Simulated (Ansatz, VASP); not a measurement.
# Al in VASP and in Ansatz

INCAR

```
PREC = Accurate ; ENCUT = 520
EDIFF = 1E-6 ; ISMEAR = 0
SIGMA = 0.1 ; LREAL = False
LASPH = True ; NELM = 100
ALGO = Normal ; ISIF = 2
LWAVE = False ; LCHARG = False
GGA = PE ; NBANDS = 8
```

The input KPOINTS:

```
Automatic mesh
0
Gamma
  18 18 18
```

POSCAR

```
Al
1.0
    0.0000000000      2.0859577651      2.0859577651
    2.0859577651      0.0000000000      2.0859577651
    2.0859577651      2.0859577651      0.0000000000
Al
1
Direct
    0.0000000000      0.0000000000      0.0000000000
```

Input for Ansatz:

```yaml
crystal:
  lattice:
    - [0.0, 2.0859577651, 2.0859577651]
    - [2.0859577651, 0.0, 2.0859577651]
    - [2.0859577651, 2.0859577651, 0.0]
  atoms:
    - { symbol: Al, position: [0.0, 0.0, 0.0] }
basis:
  ecutwfc: 420
kpoints:
  mp_grid: { grid: [18, 18, 18] }
hamiltonian:
  xc: pbe
scf:
  occupations: { method: gaussian, width: 0.1 }
output:
  forces: true
  stress: true
  eigenvalues: true
  write_density: true
  write_potential: true
  elf: true
  volumetric_format: npy
```

Alike in both runs: task single point; functional PBE; k mesh 18 × 18 × 18; occupations gaussian, width 0.1 eV; no spin polarisation.

|  | VASP | Ansatz |
| --- | --- | --- |
| version | VASP 6.6.1 | Ansatz 0.2.0 |
| potentials or method | VASP PAW PBE potentials, release 64 (Al) | scalar-relativistic, plane waves, PAW |
| plane-wave cutoff (eV) | 520 | 420 |
| valence electrons in the cell | 3 | 3 |

|  | VASP | Ansatz | Ansatz less VASP |
| --- | --- | --- | --- |
| gap on the k mesh at the Fermi level (eV) | none | none | - |
| pressure (GPa) | -6.0 | -6.0 | +0.03 |

A gap of «none» marks a metal or a gap that the smearing closes.
